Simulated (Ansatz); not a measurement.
Crystal: WC (Qusongite).

```
W C
1.0
     2.90650    0.00000    0.00000
    -1.45325    2.51710    0.00000
     0.00000    0.00000    2.83660
W C
1 1
Direct
  0.00000 0.00000 0.00000
  0.66667 0.33333 0.50000
```

```yaml
Program: Ansatz 0.2.0
Task: relaxation of cell and atoms
Functional: BLYP
Potentials_or_basis: all-electron LAPW, scalar-relativistic
Basis_error_allowed: 0.001 eV/atom
k_mesh: 10 × 10 × 9
Occupations: fermi-dirac, width 0.05 eV
Spin: no spin polarisation
```

At the start: volume 10.38 Å³/atom.

**Question.** How do energy, volume and symmetry change on relaxing?

**Answer.** Over 6 steps the energy falls by 28.8 meV/atom and the volume is 10.89 Å³/atom (+5.0 %); space group P-6m2 (No. 187, to 0.05 Å).

The path:
```csv
step,energy change (eV),largest force (eV/Å),volume (Å³)
1,0.0000,0.0000,20.75
2,-0.0262,0.0000,22.37
3,-0.0571,0.0000,21.87
4,-0.0577,0.0000,21.78
5,-0.0577,0.0000,21.78
6,-0.0577,0.0000,21.78
```

Final structure:
```
W C
1.0
     2.95956    0.00000    0.00000
    -1.47978    2.56306    0.00000
     0.00000    0.00000    2.87185
W C
1 1
Direct
  0.00000 0.00000 0.00000
  0.66667 0.33333 0.50000
```
